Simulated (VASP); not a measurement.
# What goes wrong when the modes of SiC are computed with a bad input, part 3 of 3

Some phonon runs on SiC get a fault in the input on purpose. Which of them show, and how? The starting structure is a computed structure from the Materials Project.

VASP 6.6.1.

Results so far: reference B1 (4) 920.6 cm⁻¹; a loose electronic threshold B1 (4) 921.1 cm⁻¹.

### 4. Modes with one-sided displacements

Level of this step: LDA; plane waves and PAW (Si, C) (VASP).

A slip made on purpose: one-sided displacements. Against step 2 the input has NFREE = 1 (also changed: NELM).

INCAR

```
SYSTEM = SiC
PREC = Accurate
ENCUT = 520
EDIFF = 1E-08
NELM = 60
ISMEAR = 0
SIGMA = 0.03
LREAL = .FALSE.
ALGO = Normal
GGA = CA
NBANDS = 24
LORBIT = 11
LWAVE = .FALSE.
LCHARG = .FALSE.
KPAR = 8
IBRION = 6
NFREE = 1
POTIM = 0.015
NSW = 1
ISIF = 2
```

POSCAR

```
SiC
1.0
    3.0601431151      0.0000000000      0.0000000000
   -1.5300715575      2.6501616769      0.0000000000
    0.0000000000      0.0000000000     10.0184457506
Si C
4 4
Direct
    0.0000000000      0.0000000000      0.1878885989
    0.0000000000      0.0000000000      0.6878885989
    0.3333333333      0.6666666667      0.4378480517
    0.6666666667      0.3333333333      0.9378480517
    0.0000000000      0.0000000000      0.0004568242
    0.0000000000      0.0000000000      0.5004568242
    0.3333333333      0.6666666667      0.2498055252
    0.6666666667      0.3333333333      0.7498055252
```

KPOINTS

```
Automatic mesh
0
Gamma
9 9 2
0 0 0
```

PAW data sets: Si and C (LDA family, release 64).

Started as:

```console
mpirun -np 8 vasp_std
```

Log:

```text
[... set-up lines as in an earlier step ...]
 entering main loop
       N       E                     dE             d eps       ncg     rms          rms(c)
[... 15 cycles as in an earlier step ...]
   1 F= -.66579432E+02 E0= -.66579432E+02  d E =-.919033E-23
[... from here on, the cycles between the ionic steps are left out ...]
   2 F= -.66577129E+02 E0= -.66577129E+02  d E =-.377850E-20
   3 F= -.66575997E+02 E0= -.66575997E+02  d E =-.203957E-11
   4 F= -.66577154E+02 E0= -.66577154E+02  d E =-.467604E-22
   5 F= -.66576004E+02 E0= -.66576004E+02  d E =-.287055E-23
   6 F= -.66577181E+02 E0= -.66577181E+02  d E =-.438702E-22
   7 F= -.66576253E+02 E0= -.66576253E+02  d E =-.400282E-23
   8 F= -.66577180E+02 E0= -.66577180E+02  d E =-.144028E-21
   9 F= -.66576316E+02 E0= -.66576316E+02  d E =-.213129E-22
 Finite differences progress:
  Degree of freedom:   8/  8
  Displacement:        1/  1
  Total:               8/  8
```

Elapsed: 2.2 min, on 8 MPI ranks of Intel Xeon Platinum 8259CL at 2.50GHz (Skylake/Cascade Lake), shared host; peak memory 2.6 GiB.

OUTCAR, selected parts (step 4):

```text
  Total       -0.0760974     -0.0760974      0.1708709     -0.0000000      0.0000000      0.0000000
  in kB       -1.5006036     -1.5006036      3.3694903     -0.0000000      0.0000000      0.0000000
  external PRESSURE =       0.1227610 kB  Pullay stress =       0.0000000 kB

 POSITION                                       TOTAL-FORCE (eV/Angst)
 -----------------------------------------------------------------------------------
      0.00000      0.00000      1.88235         0.000000      0.000000      0.181808
      0.00000      0.00000      6.89157         0.000000      0.000000     -0.037735
     -0.00000      1.76677      4.38656         0.000000     -0.000000      0.174175
      1.53007      0.88339      9.39578         0.000000      0.000000     -0.024330
      0.00000      0.00000      0.00458         0.000000     -0.000000      0.043036
      0.00000      0.00000      5.01380        -0.000000      0.000000      0.045856
     -0.00000      1.76677      2.51766        -0.000000     -0.000000     -0.417947
      1.53007      0.88339      7.51189         0.000000      0.000000      0.035137
 -----------------------------------------------------------------------------------
    total drift:                                0.000000     -0.000000     -0.000070

  FREE ENERGIE OF THE ION-ELECTRON SYSTEM (eV)
  ---------------------------------------------------
  free  energy   TOTEN  =       -66.5763161470 eV

  energy  without entropy=      -66.5763161470  energy(sigma->0) =      -66.57631615

[... 2 parts as in an earlier step ...]

[... 1 further part left out ...]
[key lines of the parts left out:]
E-fermi :   8.5530
```

With one-sided displacements the modes are at the top B1 (4) 925.7, B1 (3) 916.5 cm⁻¹, at the bottom E2 (2) 199.4, E2 (1) 191.5 cm⁻¹, with 10 more of the listed ones between; the largest shift is +8.2 cm⁻¹, in A1 (3), from the reference.

### 5. Modes with a cutoff far too low

A slip made on purpose: a cutoff far too low. Against step 2 the input has ENCUT = 220 (also changed: NELM).

INCAR: that of step 4 with these lines changed.

```diff
@@ -2,3 +2,3 @@
 PREC = Accurate
-ENCUT = 520
+ENCUT = 220
 EDIFF = 1E-08
@@ -16,3 +16,3 @@
 IBRION = 6
-NFREE = 1
+NFREE = 2
 POTIM = 0.015
```

POSCAR is that of step 4.

KPOINTS is that of step 4.

Started as:

```console
mpirun -np 8 vasp_std
```

Log:

```text
[... set-up lines as in an earlier step ...]
 entering main loop
       N       E                     dE             d eps       ncg     rms          rms(c)
DAV:   1     0.190983822613E+02    0.19098E+02   -0.82971E+03  1152   0.595E+02
DAV:   2    -0.697760245539E+02   -0.88874E+02   -0.83234E+02  1632   0.143E+02
DAV:   3    -0.731311516536E+02   -0.33551E+01   -0.33401E+01  1536   0.271E+01
DAV:   4    -0.731598858594E+02   -0.28734E-01   -0.28724E-01  1376   0.289E+00
[...]
DAV:  15    -0.668352689070E+02   -0.54513E-07   -0.27392E-09  1088   0.257E-04    0.300E-04
DAV:  16    -0.668352689255E+02   -0.18493E-07   -0.90591E-10   896   0.154E-04    0.106E-04
DAV:  17    -0.668352689293E+02   -0.37453E-08   -0.12156E-10   840   0.580E-05
   1 F= -.66835269E+02 E0= -.66835269E+02  d E =-.395567E-20
[... from here on, the cycles between the ionic steps are left out ...]
   2 F= -.66832778E+02 E0= -.66832778E+02  d E =-.253336E-17
   3 F= -.66832778E+02 E0= -.66832778E+02  d E =-.252839E-17
   4 F= -.66831653E+02 E0= -.66831653E+02  d E =-.668438E-20
   5 F= -.66831565E+02 E0= -.66831565E+02  d E =-.334654E-18
   6 F= -.66832801E+02 E0= -.66832801E+02  d E =-.331319E-19
   7 F= -.66832801E+02 E0= -.66832801E+02  d E =-.331395E-19
   8 F= -.66831534E+02 E0= -.66831534E+02  d E =-.135449E-17
   9 F= -.66831716E+02 E0= -.66831716E+02  d E =-.190302E-20
  10 F= -.66832821E+02 E0= -.66832821E+02  d E =-.338019E-19
  11 F= -.66832821E+02 E0= -.66832821E+02  d E =-.337954E-19
  12 F= -.66831704E+02 E0= -.66831704E+02  d E =-.286661E-20
  13 F= -.66832182E+02 E0= -.66832182E+02  d E =-.583766E-20
  14 F= -.66832812E+02 E0= -.66832812E+02  d E =-.347950E-18
  15 F= -.66832812E+02 E0= -.66832812E+02  d E =-.348867E-18
  16 F= -.66832261E+02 E0= -.66832261E+02  d E =-.278246E-19
  17 F= -.66831681E+02 E0= -.66831681E+02  d E =-.151575E-17
 Finite differences progress:
  Degree of freedom:   8/  8
  Displacement:        2/  2
  Total:              16/ 16
```

Elapsed: 72 s, on 8 MPI ranks; peak memory 1.6 GiB.

Parts of OUTCAR (step 5):

```text
  Total      -11.0907118    -11.0907118    -11.4043884     -0.0000000      0.0000000      0.0000000
  in kB     -218.7034045   -218.7034045   -224.8889531     -0.0000000      0.0000000      0.0000000
  external PRESSURE =    -220.7652541 kB  Pullay stress =       0.0000000 kB

 POSITION                                       TOTAL-FORCE (eV/Angst)
 -----------------------------------------------------------------------------------
      0.00000      0.00000      1.88235         0.000000     -0.000000     -0.184228
      0.00000      0.00000      6.89157        -0.000000     -0.000000      0.037147
     -0.00000      1.76677      4.38656        -0.000000     -0.000000     -0.184478
      1.53007      0.88339      9.39578         0.000000     -0.000000      0.015398
      0.00000      0.00000      0.00458        -0.000000     -0.000000     -0.061520
      0.00000      0.00000      5.01380        -0.000000      0.000000     -0.061655
     -0.00000      1.76677      2.48766         0.000000     -0.000000      0.452256
      1.53007      0.88339      7.51189        -0.000000      0.000000     -0.012921
 -----------------------------------------------------------------------------------
    total drift:                                0.000001      0.000001      0.000178

  FREE ENERGIE OF THE ION-ELECTRON SYSTEM (eV)
  ---------------------------------------------------
  free  energy   TOTEN  =       -66.8316807766 eV

  energy  without entropy=      -66.8316807766  energy(sigma->0) =      -66.83168078

[... 1 part as in an earlier step ...]

[... 2 further parts left out ...]
[key lines of the parts left out:]
E-fermi :   8.5760
```

With a cutoff far too low the modes are at the top B1 (4) 946.4, B1 (3) 939.6 cm⁻¹, at the bottom E2 (2) 200.7, E2 (1) 190.8 cm⁻¹, with 10 more of the listed ones between; the largest shift is +37.1 cm⁻¹, in E1 (2), from the reference.

### 6. Modes with a structure that was not relaxed

A slip made on purpose: a structure that was not relaxed. Against step 2 the input has another starting structure (also changed: NELM).

INCAR: that of step 5 with these lines changed.

```diff
@@ -2,3 +2,3 @@
 PREC = Accurate
-ENCUT = 220
+ENCUT = 520
 EDIFF = 1E-08
```

POSCAR

```
SiC
1.0
    3.0756941497      0.0000000000      0.0000000000
   -1.5378470748      2.6636292679      0.0000000000
    0.0000000000      0.0000000000     10.0706464800
Si C
4 4
Direct
    0.0000000000      0.0000000000      0.1878943800
    0.0000000000      0.0000000000      0.6878943800
    0.3333333333      0.6666666667      0.4378419800
    0.6666666667      0.3333333333      0.9378419800
    0.0000000000      0.0000000000      0.0004600500
    0.0000000000      0.0000000000      0.5004600500
    0.3333333333      0.6666666667      0.2498025900
    0.6666666667      0.3333333333      0.7498025900
```

KPOINTS is that of step 5.

Started as:

```console
mpirun -np 8 vasp_std
```

Log:

```text
[... set-up lines as in an earlier step ...]
 entering main loop
       N       E                     dE             d eps       ncg     rms          rms(c)
DAV:   1     0.721562562172E+02    0.72156E+02   -0.14503E+04  1152   0.120E+03
DAV:   2    -0.675363035109E+02   -0.13969E+03   -0.13039E+03  1576   0.202E+02
DAV:   3    -0.746421966038E+02   -0.71059E+01   -0.70560E+01  1536   0.435E+01
DAV:   4    -0.747423823134E+02   -0.10019E+00   -0.10007E+00  1512   0.613E+00
[...]
DAV:  13    -0.665665158143E+02    0.48851E-06   -0.22300E-06  1480   0.669E-03    0.227E-03
DAV:  14    -0.665665158409E+02   -0.26611E-07   -0.78784E-08  1488   0.181E-03    0.707E-04
DAV:  15    -0.665665158493E+02   -0.84042E-08   -0.13608E-09  1064   0.253E-04
   1 F= -.66566516E+02 E0= -.66566516E+02  d E =-.560554E-20
[... from here on, the cycles between the ionic steps are left out ...]
   2 F= -.66564291E+02 E0= -.66564291E+02  d E =-.695497E-18
   3 F= -.66564291E+02 E0= -.66564291E+02  d E =-.695866E-18
   4 F= -.66563099E+02 E0= -.66563099E+02  d E =-.692151E-21
   5 F= -.66563145E+02 E0= -.66563145E+02  d E =-.119277E-19
   6 F= -.66564315E+02 E0= -.66564315E+02  d E =-.394966E-19
   7 F= -.66564315E+02 E0= -.66564315E+02  d E =-.393788E-19
   8 F= -.66563281E+02 E0= -.66563281E+02  d E =-.413475E-22
   9 F= -.66562995E+02 E0= -.66562995E+02  d E =-.306631E-20
  10 F= -.66564343E+02 E0= -.66564343E+02  d E =-.201216E-19
  11 F= -.66564343E+02 E0= -.66564343E+02  d E =-.201052E-19
  12 F= -.66563445E+02 E0= -.66563445E+02  d E =-.736064E-20
  13 F= -.66563568E+02 E0= -.66563568E+02  d E =-.727775E-23
  14 F= -.66564343E+02 E0= -.66564343E+02  d E =-.213666E-19
  15 F= -.66564343E+02 E0= -.66564343E+02  d E =-.214232E-19
  16 F= -.66563502E+02 E0= -.66563502E+02  d E =-.270022E-20
  17 F= -.66563616E+02 E0= -.66563616E+02  d E =-.526260E-21
 Finite differences progress:
  Degree of freedom:   8/  8
  Displacement:        2/  2
  Total:              16/ 16
```

Wall time 4.5 min (8 MPI ranks); peak memory 3.1 GiB; 29 min of CPU time.

OUTCAR, selected parts (step 6):

```text
  Total       -1.6721137     -1.6721137     -1.8957742     -0.0000000      0.0000000      0.0000000
  in kB      -32.4714816    -32.4714816    -36.8148391     -0.0000000      0.0000000      0.0000000
  external PRESSURE =     -33.9192674 kB  Pullay stress =       0.0000000 kB

 POSITION                                       TOTAL-FORCE (eV/Angst)
 -----------------------------------------------------------------------------------
      0.00000      0.00000      1.89222        -0.000000      0.000000     -0.180655
      0.00000      0.00000      6.92754         0.000000      0.000000      0.032946
     -0.00000      1.77575      4.40935         0.000000     -0.000000     -0.142280
      1.53785      0.88788      9.44468         0.000000     -0.000000      0.030455
      0.00000      0.00000      0.00463         0.000000     -0.000000     -0.044265
      0.00000      0.00000      5.03996         0.000000     -0.000000     -0.045499
     -0.00000      1.77575      2.50067        -0.000000     -0.000000      0.384645
      1.53785      0.88788      7.55100        -0.000000     -0.000000     -0.035347
 -----------------------------------------------------------------------------------
    total drift:                                0.000000     -0.000000     -0.000031

  FREE ENERGIE OF THE ION-ELECTRON SYSTEM (eV)
  ---------------------------------------------------
  free  energy   TOTEN  =       -66.5636158567 eV

  energy  without entropy=      -66.5636158567  energy(sigma->0) =      -66.56361586

[... 1 part as in an earlier step ...]

[... 2 further parts left out ...]
[key lines of the parts left out:]
E-fermi :   8.3464
```

With a structure that was not relaxed the modes are at the top B1 (4) 905.3, B1 (3) 896.5 cm⁻¹, at the bottom E2 (2) 199.1, E2 (1) 191.5 cm⁻¹, with 10 more of the listed ones between; the largest shift is -15.4 cm⁻¹, in E1 (2), from the reference.

### 7. Comparison

| run | B1 (4) | B1 (3) | A1 (3) | E1 (3) | B1 (1) | E1 (1) | E2 (2) | E2 (1) | core minutes |
| --- | --- | --- | --- | --- | --- | --- | --- | --- | --- |
| reference | 920.6 | 911.4 | 839.1 | 798.2 | 399.8 | 258.4 | 199.3 | 191.4 | 18.0 |
| a loose electronic threshold | 921.1 | 912.7 | 842.0 | 803.4 | 401.9 | 256.9 | 199.8 | 190.6 | 12.4 |
| one-sided displacements | 925.7 | 916.5 | 847.3 | 798.3 | 398.1 | 258.4 | 199.4 | 191.5 | 17.3 |
| a cutoff far too low | 946.4 | 939.6 | 873.1 | 831.4 | 405.9 | 258.4 | 200.7 | 190.8 | 9.6 |
| a structure that was not relaxed | 905.3 | 896.5 | 824.4 | 784.5 | 393.4 | 258.9 | 199.1 | 191.5 | 36.3 |

Modes are in cm⁻¹, degenerate ones as one, matched between runs by symmetry and order. A number in brackets counts the listed modes of one symmetry from the lowest. The symmetry labels come from an automatic analysis and can be wrong where levels nearly coincide. Between the highest four and the lowest four, 6 more are left out. Core minutes are wall time times ranks of the run shown, on a shared host.

### 8. Summary of results

| Quantity | Value |
| --- | --- |
| B1 (4), reference | 920.6 cm⁻¹ |
| E2 (1), reference | 191.4 cm⁻¹ |
| B1 (4), a loose electronic threshold | 921.1 cm⁻¹ |
| E2 (1), a loose electronic threshold | 190.6 cm⁻¹ |
| B1 (4), one-sided displacements | 925.7 cm⁻¹ |
| E2 (1), one-sided displacements | 191.5 cm⁻¹ |
| B1 (4), a cutoff far too low | 946.4 cm⁻¹ |
| E2 (1), a cutoff far too low | 190.8 cm⁻¹ |
| B1 (4), a structure that was not relaxed | 905.3 cm⁻¹ |
| E2 (1), a structure that was not relaxed | 191.5 cm⁻¹ |

In words: Finished, but with signs in the output that stand out against the reference: one-sided displacements, with modes off by up to +8.2 cm⁻¹, in A1 (3) (signs: a translation at -12 cm⁻¹ instead of zero); a cutoff far too low, with modes off by up to +37 cm⁻¹, in E1 (2) (signs: a pressure of -22.1 GPa on the undisplaced cell); a structure that was not relaxed, with modes off by up to -15 cm⁻¹, in E1 (2) (signs: a pressure of -3.4 GPa on the undisplaced cell). Finished, and of the signs looked for here (warnings, stress, forces, entropy, moments, translations away from zero, imaginary modes) none stands out against the reference by the marks set here, though the list of modes is off: a loose electronic threshold, with modes off by up to +9 cm⁻¹, in E1 (2). The frequencies are harmonic, and the splitting of polar modes by their long-range field is left out. Further runs on this material are not shown.

[Lines on the potential files, build, host, timing and source positions are cut from VASP's logs without a mark.]

[Logs are printed without paths, hosts, clocks, repeated set-up lines and the standing remarks that a program may print on its own settings, such as how far it seeks lower states.]

[Hosts, paths, dates, database ids (printed as entryN), source tags and the programs' standing remarks are cut or masked in the printed files.]
